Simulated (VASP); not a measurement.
## Al15N16 (a cell with a defect): single point with PBEsol

The system is Al15N16 (a cell with a defect).

```
Al N
1.0
     6.22000    0.00000    0.00000
    -3.11000    5.38668    0.00000
     0.00000    0.00000    9.96000
Al N
15 16
Direct
  0.33311 0.16516 0.49920
  0.33927 0.66810 0.00276
  0.33437 0.66569 0.49956
  0.83060 0.15919 0.00275
  0.83264 0.16397 0.49947
  0.83030 0.66802 0.00272
  0.83263 0.66575 0.49945
  0.16345 0.33406 0.24940
  0.16673 0.33270 0.74890
  0.16328 0.82596 0.24931
  0.16664 0.83132 0.74895
  0.67102 0.33378 0.24929
  0.66833 0.33269 0.74875
  0.66618 0.83137 0.25179
  0.66724 0.83225 0.74848
  0.33239 0.16450 0.21497
  0.33383 0.16558 0.69129
  0.33453 0.66556 0.19224
  0.33509 0.66623 0.68825
  0.83188 0.16297 0.19218
  0.83329 0.16413 0.68811
  0.83169 0.66530 0.19215
  0.83322 0.66626 0.68817
  0.16602 0.33227 0.44091
  0.14996 0.34875 0.93602
  0.16598 0.83094 0.44089
  0.14993 0.79826 0.93611
  0.66733 0.33216 0.44097
  0.70086 0.34878 0.93591
  0.66652 0.83177 0.44041
  0.66674 0.83190 0.94032
```

```json
{"Program": "VASP 6.6.1", "Task": "single point", "Functional": "PBEsol", "Potentials or basis": "VASP PAW PBE potentials, release 64 (Al, N)", "Cutoff": "450 eV", "k mesh": "3 × 3 × 2", "Occupations": "gaussian, width 0.03 eV", "Spin": "collinear spin, ferromagnetic start", "Starting moments": "[0.0, 0.0, 0.0, 0.0, 0.0, 0.0, 0.0, 0.0, 0.0, 0.0, 0.0, 0.0, 0.0, 0.0, 0.0, 0.75, 0.0, 0.0, 0.0, 0.0, 0.0, 0.0, 0.0, 0.0, 0.75, 0.0, 0.75, 0.0, 0.75, 0.0, 0.0] μB"}
```

```json
{
  "Largest force": "0.020 eV/Å",
  "Band gap on the k mesh": "0.13 eV, indirect (least direct gap 0.15 eV)",
  "Net moment": "3.00 μB per cell",
  "Site moments": "Al +0.00, -0.01, -0.00; N +0.44, +0.03, +0.00, +0.01, +0.05, +0.45, +0.02 μB",
  "Valence electrons inside the program's atomic spheres": "Al 0.81, 0.84, 0.82, 0.83; N 3.73, 3.83, 3.85, 3.84"
}
```

Forces on the atoms (eV/Å):
```
Al   0.006 -0.001 -0.019
Al   0.004  0.006  0.009
Al   0.001  0.015 -0.007
Al  -0.010  0.004  0.005
Al  -0.003 -0.008 -0.003
Al   0.000  0.002  0.003
Al  -0.007  0.001  0.005
Al  -0.005  0.006 -0.009
Al  -0.010  0.003 -0.006
Al   0.008 -0.003 -0.005
Al   0.004 -0.009 -0.004
Al   0.011  0.005  0.003
Al  -0.006 -0.002  0.001
Al  -0.005  0.005  0.003
Al  -0.014 -0.009  0.010
N    0.010  0.002  0.006
N    0.005 -0.003 -0.005
N    0.001  0.007 -0.008
N    0.005  0.000  0.003
N    0.000  0.004  0.003
N   -0.010 -0.004  0.013
N    0.004  0.011  0.002
N   -0.007 -0.007  0.005
N    0.003  0.000  0.010
N    0.005 -0.004 -0.003
N    0.014 -0.009  0.005
N   -0.005 -0.001 -0.003
N    0.002  0.003 -0.009
N   -0.004 -0.002 -0.011
N   -0.003 -0.004 -0.001
N    0.004 -0.011  0.007
```

Levels at points of the mesh, in eV from the valence-band top:
Spin up:
```
           k point  band 62  band 63  band 64  band 65  band 66  band 67
(0.00, 0.00, 0.00)    -0.22     0.00     0.00     4.11     4.94     5.15
(0.00, 0.00, 0.50)    -0.54     0.00     0.00     4.65     4.85     4.86
```
Spin down:
```
           k point  band 57  band 58  band 59  band 60  band 61  band 62  band 63  band 64  band 65  band 66
(0.00, 0.00, 0.00)    -0.75    -0.69    -0.51    -0.45    -0.45     0.39     1.56     1.56     4.19     4.99
(0.00, 0.00, 0.50)    -0.80    -0.63    -0.63    -0.49    -0.49     0.15     1.56     1.57     4.67     4.88
```

It took 3.1 min on 4 MPI ranks on Intel(R) Xeon(R) Platinum 8375C CPU @ 2.90GHz (Ice Lake) (shared host), peak memory 0.65 GiB a rank.

Caveat: the PAW data sets were made with another functional, which shifts forces and pressure a little.
